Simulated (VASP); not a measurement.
# WC (P-6m2) in VASP: elastic constants with LDA

Aim: the elastic constants of WC with LDA.

Everything below comes from runs of VASP 6.6.1. Logs are shortened: lines on timing, memory, paths and dates and some standing lists are left out, and cuts for length are marked.

### Step 1. Starting point

It takes space group P-6m2 (No. 187, hexagonal). Conventional cell: a = 2.882 Å, b = 2.882 Å, c = 2.824 Å, α = 90.00°, β = 90.00°, γ = 120.00°. W (site symmetry -6m2) has 6 C at 2.18 Å as nearest neighbours. C (site symmetry -6m2) is surrounded by 6 W at 2.18 Å.

### Step 2. Elastic constants, LDA

Contents of POSCAR:

```
WC
1.0
    2.8820700000      0.0000000000      0.0000000000
   -1.4410350000      2.4959458400      0.0000000000
    0.0000000000      0.0000000000      2.8238700000
W C
1 1
Direct
    0.0000000000      0.0000000000      0.0000000000
    0.6666666700      0.3333333300      0.5000000000
```

Contents of INCAR.step1:

```
ALGO     = Fast           # electronic algorithm
EDIFF    = 1E-8           # SCF threshold, eV
EDIFFG   = -0.002         # ionic threshold
ENCUT    = 600            # plane-wave cutoff, eV
GGA      = CA             # functional
IBRION   = 2              # ionic algorithm
ISIF     = 3              # what is computed and relaxed
ISMEAR   = 0              # smearing method
LASPH    = True           # aspherical terms in the spheres
LCHARG   = False          # write CHGCAR
LREAL    = False          # projectors in reciprocal space
LWAVE    = False          # write WAVECAR
NELM     = 60             # most SCF steps
NSW      = 40             # ionic steps
PREC     = Accurate       # precision mode
SIGMA    = 0.1            # smearing width, eV
```

Contents of INCAR.step2:

```
ALGO     = Fast           # electronic algorithm
EDIFF    = 1E-8           # SCF threshold, eV
ENCUT    = 600            # plane-wave cutoff, eV
GGA      = CA             # functional
IBRION   = 6              # ionic algorithm
ISIF     = 3              # what is computed and relaxed
ISMEAR   = 0              # smearing method
LASPH    = True           # aspherical terms in the spheres
LCHARG   = False          # write CHGCAR
LREAL    = False          # projectors in reciprocal space
LWAVE    = False          # write WAVECAR
NELM     = 60             # most SCF steps
NFREE    = 2            
NSW      = 1              # ionic steps
POTIM    = 0.015          # step
PREC     = Accurate       # precision mode
SIGMA    = 0.1            # smearing width, eV
```

Contents of KPOINTS:

```
k-points
0
Gamma
  18 18 14
```

Potentials or basis: VASP PAW LDA potentials, release 64 (W_sv, C).

Run with:

```bash
> cat potpaw_LDA.64/W_sv/POTCAR potpaw_LDA.64/C/POTCAR > POTCAR
> cp INCAR.step1 INCAR
> mpirun -np 1 vasp_std > vasp.out
> cp CONTCAR POSCAR
> cp INCAR.step2 INCAR
> mpirun -np 1 vasp_std > vasp.out
```

OUTCAR:

```text
EDIFF = 1E-8
   ENCUT = 600
   GGA = CA
   IBRION = 6
   ISIF = 3
   ISMEAR = 0
   LASPH = True
   LREAL = False
   NELM = 60
   NFREE = 2
   NSW = 1
   POTIM = 0.015
   PREC = Accurate

 ion  position               nearest neighbor table
   1  0.000  0.000  0.000-   2 2.18   2 2.18   2 2.18   2 2.18   2 2.18   2 2.18
   2  0.667  0.333  0.500-   1 2.18   1 2.18   1 2.18   1 2.18   1 2.18   1 2.18

  LATTYP: Found a hexagonal cell.
 ALAT       =     2.8894005070
 C/A-ratio  =     0.9754522759

  Lattice vectors:

 A1 = (   2.8894005070,   0.0000000000,   0.0000000000)
 A2 = (  -1.4447002535,   2.5022942453,   0.0000000000)
 A3 = (   0.0000000000,   0.0000000000,   2.8184723004)

Analysis of symmetry for initial positions (statically):
=====================================================================
 Subroutine PRICEL returns:
 Original cell was already a primitive cell.

 Routine SETGRP: Setting up the symmetry group for a
 hexagonal supercell.

 Subroutine GETGRP returns: Found 12 space group operations
 (whereof 12 operations were pure point group operations)
 out of a pool of 24 trial point group operations.

The static configuration has the point symmetry D_3h.

Analysis of symmetry for dynamics (positions and initial velocities):
=====================================================================
 Subroutine PRICEL returns:
 Original cell was already a primitive cell.

 Routine SETGRP: Setting up the symmetry group for a
 hexagonal supercell.

 Subroutine GETGRP returns: Found 12 space group operations
 (whereof 12 operations were pure point group operations)
 out of a pool of 24 trial point group operations.

The dynamic configuration has the point symmetry D_3h.

 Subroutine INISYM returns: Found 12 space group operations
 (whereof 12 operations are pure point group operations),
 and found     1 'primitive' translations

----------------------------------------------------------------------------------------

                                     Primitive cell

  volume of cell :      20.3779

  direct lattice vectors                    reciprocal lattice vectors
     2.889400507  0.000000000  0.000000000     0.346092554  0.199816629  0.000000000
    -1.444700254  2.502294245  0.000000000     0.000000000  0.399633257  0.000000000
     0.000000000  0.000000000  2.818472300     0.000000000  0.000000000  0.354802139

  length of vectors
     2.889400507  2.889400511  2.818472300     0.399633258  0.399633257  0.354802139

  position of ions in fractional coordinates (direct lattice)
     0.000000000  0.000000000  0.000000000
     0.666666670  0.333333330  0.500000000

  ion indices of the primitive-cell ions
   primitive index   ion index
                 1           1
                 2           2

----------------------------------------------------------------------------------------

 KPOINTS: k-points

Automatic generation of k-mesh.
 Grid dimensions read from file:
 generate k-points for:   18   18   14

 Generating k-lattice:

  Cartesian coordinates                     Fractional coordinates (reciprocal lattice)
     0.019227364  0.011100924  0.000000000     0.055555556 -0.000000000  0.000000000
     0.000000000  0.022201848  0.000000000     0.000000000  0.055555556  0.000000000
     0.000000000  0.000000000  0.025343010     0.000000000  0.000000000  0.071428571

  Length of vectors
     0.022201848  0.022201848  0.025343010

  Shift w.r.t. Gamma in fractional coordinates (k-lattice)
     0.000000000  0.000000000  0.000000000

 Subroutine IBZKPT returns following result:
 ===========================================
[... 90 lines left out ...]

 number of electron      18.0000001 magnetization

 Free energy of the ion-electron system (eV)
  ---------------------------------------------------
  ext. energy  EPLUGINS =         0.00000000
  ---------------------------------------------------
  free energy    TOTEN  =       -24.70251766 eV

  energy without entropy =      -24.70129496  energy(sigma->0) =      -24.70190631

------------------------ aborting loop because EDIFF is reached ----------------------------------------

  FORCE on cell =-STRESS in cart. coord.  units (eV):
  Direction    XX          YY          ZZ          XY          YZ          ZX
  --------------------------------------------------------------------------------------
  -------------------------------------------------------------------------------------
  Total       -0.0024308     -0.0024308     -0.0009403     -0.0000000     -0.0000000      0.0000000
  in kB       -0.1911194     -0.1911194     -0.0739255     -0.0000000     -0.0000000      0.0000000
  external PRESSURE =      -0.1520548 kB  Pullay stress =       0.0000000 kB
[... 89 lines left out ...]
  FREE ENERGIE OF THE ION-ELECTRON SYSTEM (eV)
  ---------------------------------------------------
  free  energy   TOTEN  =       -24.6910331253 eV

  energy  without entropy=      -24.6898311552  energy(sigma->0) =      -24.69043214

[... ionic steps 4 to 18 ...]

--------------------------------------- Ionic step       19  -------------------------------------------

 number of electron      18.0000000 magnetization

------------------------ aborting loop because EDIFF is reached ----------------------------------------
[... 67 lines left out ...]
--------------------------------------- Ionic step       21  -------------------------------------------

 number of electron      18.0000001 magnetization

 Free energy of the ion-electron system (eV)
  ---------------------------------------------------
  ext. energy  EPLUGINS =         0.00000000
  ---------------------------------------------------
  free energy    TOTEN  =       -24.70084300 eV

  energy without entropy =      -24.69961421  energy(sigma->0) =      -24.70022861

 E-fermi :  11.2634     XC(G=0): -14.0780

 val. band max:       11.2593716522   @ k =   0.3333   0.2222   0.0000
 cond. band min:      11.2650915872   @ k =   0.4444  -0.0000   0.4286
 fundamental gap:      0.0057199349
 Fermi energy:        11.2633836133

 k-point     1 :       0.0000    0.0000    0.0000
  band No.  band energies     occupation
      1     -62.2517      2.00000
      2     -26.4930      2.00000
      3     -26.3844      2.00000
      4     -26.3844      2.00000
      5      -3.1647      2.00000
      6       6.8211      2.00000
      7       7.8315      2.00000
      8       7.8315      2.00000
      9      11.3843      0.08738
     10      14.5170      0.00000
     11      14.5170      0.00000
     12      16.9604      0.00000
     13      16.9605      0.00000
[... 354 lines left out ...]
  band No.  band energies     occupation
      1     -62.1861      2.00000
      2     -27.2126      2.00000
      3     -26.6512      2.00000
      4     -26.3710      2.00000
      5       0.2982      2.00000
      6       4.3550      2.00000
      7       7.5683      2.00000
      8       7.6698      2.00000
      9      10.7595      2.00000
     10      13.0735      0.00000
     11      14.8727      0.00000
     12      16.1571      0.00000
     13      18.8776      0.00000

 [... further k-points ...]

------------------------ aborting loop because EDIFF is reached ----------------------------------------

  FORCE on cell =-STRESS in cart. coord.  units (eV):
  Direction    XX          YY          ZZ          XY          YZ          ZX
  --------------------------------------------------------------------------------------
  -------------------------------------------------------------------------------------
  Total        0.0034887      0.0034887      0.0082182      0.0000000      0.0000000      0.0000000
  in kB        0.2742944      0.2742944      0.6461440      0.0000000      0.0000000      0.0000000
  external PRESSURE =       0.3982443 kB  Pullay stress =       0.0000000 kB
[... 17 lines left out ...]
  FREE ENERGIE OF THE ION-ELECTRON SYSTEM (eV)
  ---------------------------------------------------
  free  energy   TOTEN  =       -24.7008430020 eV

  energy  without entropy=      -24.6996142115  energy(sigma->0) =      -24.70022861

 INTERNAL STRAIN TENSORS FROM STRAINED CELLS
 ============================================

 INTERNAL STRAIN TENSOR FOR ION    1 for displacements in x,y,z  (eV/Angst):
          X           Y           Z          XY          YZ          ZX
  --------------------------------------------------------------------------------
  x     0.00000     0.00000    -0.00000     5.68472    -0.00000     0.00000
  y     5.68945    -5.69196    -0.00000    -0.00004    -0.00002     0.00005
  z     0.00000     0.00000     0.00000     0.00000     0.00446     0.00000

 INTERNAL STRAIN TENSORS FROM DISPLACED ATOMS
 ============================================

 INTERNAL STRAIN TENSOR FOR ION    1 for displacements in x,y,z  (eV/Angst):
          X           Y           Z          XY          YZ          ZX
  --------------------------------------------------------------------------------
  x     0.00000     0.00000     0.00000     5.64498     0.00000     0.00000
  y     5.64498    -5.64498     0.00000     0.00000     0.00000     0.00000
  z     0.00000     0.00000     0.00000     0.00000     0.00000     0.00000

 INTERNAL STRAIN TENSOR FOR ION    2 for displacements in x,y,z  (eV/Angst):
          X           Y           Z          XY          YZ          ZX
  --------------------------------------------------------------------------------
  x     0.00000     0.00000     0.00000    -5.63918     0.00000     0.00000
  y    -5.63918     5.63918     0.00000    -0.00000     0.00000     0.00000
  z     0.00000     0.00000     0.00000     0.00000     0.00000     0.00000

 Eigenvectors and eigenvalues of the dynamical matrix
 ----------------------------------------------------

   1 f  =   18.805876 THz   118.160805 2PiTHz  627.296508 cm-1    77.774820 meV
             X         Y         Z           dx          dy          dz
      0.000000  0.000000  0.000000     0.000000   -0.247645    0.000000
      1.444700  0.834098  1.409236     0.000000    0.968851    0.000000
[... 21 lines left out ...]
   6 f/i=    0.000417 THz     0.002618 2PiTHz    0.013897 cm-1     0.001723 meV
             X         Y         Z           dx          dy          dz
      0.000000  0.000000  0.000000     0.000000   -0.000000   -0.968847
      1.444700  0.834098  1.409236     0.000000    0.000000   -0.247660

--------------------------------------------------------------------------------------------------------

 ELASTIC MODULI CONTR FROM IONIC RELAXATION (kBar)
 Direction    XX          YY          ZZ          XY          YZ          ZX
 --------------------------------------------------------------------------------
 XX        -153.4038    153.4038      0.0000     -0.0000      0.0000      0.0000
 YY         153.4038   -153.4038      0.0000      0.0000      0.0000      0.0000
 ZZ           0.0000      0.0000      0.0000      0.0000      0.0000      0.0000
 XY          -0.0000      0.0000      0.0000   -153.4038      0.0000      0.0000
 YZ           0.0000      0.0000      0.0000      0.0000      0.0000      0.0000
 ZX           0.0000      0.0000      0.0000      0.0000      0.0000      0.0000
 --------------------------------------------------------------------------------

 TOTAL ELASTIC MODULI (kBar)
 Direction    XX          YY          ZZ          XY          YZ          ZX
 --------------------------------------------------------------------------------
 XX        7596.5234   2504.9103   1944.5718     -0.0000      0.0000      0.0000
 YY        2504.9103   7596.5234   1944.5718      0.0000      0.0000      0.0000
 ZZ        1944.5718   1944.5718  10172.8718      0.0000      0.0000      0.0000
 XY          -0.0000      0.0000      0.0000   2545.8066     -0.0000      0.0000
 YZ           0.0000      0.0000      0.0000      0.0000   3271.5603      0.0000
 ZX          -0.0000     -0.0000      0.0000      0.0000      0.0000   3271.5603
 --------------------------------------------------------------------------------
```

Run time: 33 min. Hardware: 1 thread of Intel Xeon Platinum 8488C (Sapphire Rapids), shared host; peak memory 0.86 GiB.

Results:

```
Relaxed volume                                          : 10.19 Å³/atom
Relaxed cell                                            : a = 2.889 Å, b = 2.889 Å, c = 2.818 Å, α = 90.00°, β = 90.00°, γ = 120.00°
Space group after relaxing (to 0.05 Å)                  : P-6m2 (No. 187)
Voigt bulk modulus                                      : 424 GPa
Highest phonon frequency at Γ, LO-TO splitting left out : 627 cm⁻¹
```

The path:
| step | energy change (eV) | largest force (eV/Å) | pressure (GPa) | volume (Å³) |
| --- | --- | --- | --- | --- |
| 1 | 0.0000 | 0.0000 | 1.14 | 20.31 |
| 2 | 0.0013 | 0.0000 | -2.80 | 20.53 |
| 3 | -0.0008 | 0.0000 | -0.39 | 20.39 |
| 4 | -0.0007 | 0.0000 | 0.77 | 20.34 |
| 5 | -0.0008 | 0.0000 | -0.01 | 20.38 |

Final structure:
```cif
data_structure
_symmetry_space_group_name_H-M 'P 1'
_symmetry_Int_Tables_number 1
_cell_length_a 2.8894
_cell_length_b 2.8894
_cell_length_c 2.8185
_cell_angle_alpha 90.000
_cell_angle_beta 90.000
_cell_angle_gamma 120.000
_cell_volume 20.38
loop_
_atom_site_label
_atom_site_type_symbol
_atom_site_fract_x
_atom_site_fract_y
_atom_site_fract_z
_atom_site_occupancy
W1 W 0.00000 0.00000 0.00000 1
C1 C 0.66667 0.33333 0.50000 1
```

Phonon frequencies in cm⁻¹ (negative: imaginary):
| q point | frequencies |
| --- | --- |
| (0.000, 0.000, 0.000) | 0 0 0 599 627 627 |

Elastic tensor in Voigt notation (GPa, in the Cartesian axes of the cell as first typed):
```
 760  250  194    0    0    0
 250  760  194    0    0    0
 194  194 1017    0    0    0
   0    0    0  327    0    0
   0    0    0    0  327    0
   0    0    0    0    0  255
```

Clamped-ion elastic tensor (GPa):
```
 775  235  194    0    0    0
 235  775  194    0    0    0
 194  194 1017    0    0    0
   0    0    0  327    0    0
   0    0    0    0  327    0
   0    0    0    0    0  270
```

Spin-orbit coupling is left out, which matters for the levels of W.
